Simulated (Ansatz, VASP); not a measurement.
# Two plane-wave programs on Sc

```
Sc
1.0
    -3.15860    3.15860    2.72751
     3.15860   -3.15860    2.72751
     3.15860    3.15860   -2.72751
Sc
4
Direct
  0.16717 0.33283 0.50000
  0.66717 0.16717 0.83433
  0.33283 0.83283 0.16567
  0.83283 0.66717 0.50000
```

Alike in both runs: task single point; functional PBE; k mesh 10 × 10 × 10; occupations gaussian, width 0.1 eV; no spin polarisation.

|  | VASP | Ansatz |
| --- | --- | --- |
| version | VASP 6.6.1 | Ansatz 0.2.0 |
| potentials or method | VASP PAW PBE potentials, release 64 (Sc_sv) | scalar-relativistic, plane waves, PAW |
| plane-wave cutoff (eV) | 520 | 420 |
| valence electrons in the cell | 44 | 44 |

VASP gave:

```
gap on the k mesh at the Fermi level (eV)       : none
pressure (GPa)                                  : -2.3
largest component of the traceless stress (GPa) : 1.00
rms of the force components (eV/Å)              : 0.178
```

**Question.** Estimate Ansatz's values.

**Answer.** gap on the k mesh at the Fermi level (eV): none; pressure (GPa): -2.3; largest component of the traceless stress (GPa): 0.99; rms of the force components (eV/Å): 0.179.

Atom by atom the forces differ by 0.001 eV/Å (rms over components). A gap of «none» marks a metal or a gap that the smearing closes. The functional is the same, so the differences come from potentials, cutoffs and numerics.
